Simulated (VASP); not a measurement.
## C in VASP: the effect of exact exchange

C:

```
CELL_PARAMETERS angstrom
2.12732 -1.22828 0.00000
2.12732 1.22828 0.00000
-1.37907 0.00000 3.50283
ATOMIC_POSITIONS crystal
C 0.16664 0.16664 0.99991
C 0.83336 0.83336 0.00009
```

This is a stacking variant of graphite.

Alike in all runs:

- Program: VASP 6.6.1
- Task: single point
- Functional: PBE0(alpha)
- Potentials or basis: VASP PAW PBE potentials, release 64 (C)
- Cutoff: 520 eV
- k mesh: 7 × 7 × 4
- Occupations: fermi-dirac, width 0.05 eV
- Spin: no spin polarisation

```csv
exact exchange,gap on the mesh (eV),pressure (GPa)
0.05,2.53,3.0
0.1,2.76,1.8
0.15,2.99,0.7
0.2,3.22,-0.4
0.25,3.44,-1.6
0.3,3.67,-2.7
0.4,?,?
0.5,4.58,-6.9
```

Problem. What does the run with exact exchange 0.4 give?

Solution. gap on the mesh 4.12 eV; pressure -4.8 GPa.

Worked out: A straight line through the other rows of the gap on the mesh, of slope 4.55 eV per unit of exact exchange, gives 4.13 eV, against the run's 4.12. A straight line through the other rows of the pressure, of slope -22 GPa per unit of exact exchange, gives -4.8 GPa, against the run's -4.8.

Caveats: all runs use coarse meshes; the PAW data sets were made with another functional, which shifts forces and pressure a little; an odd mesh through Γ misses points on the zone boundary, where band edges often lie.
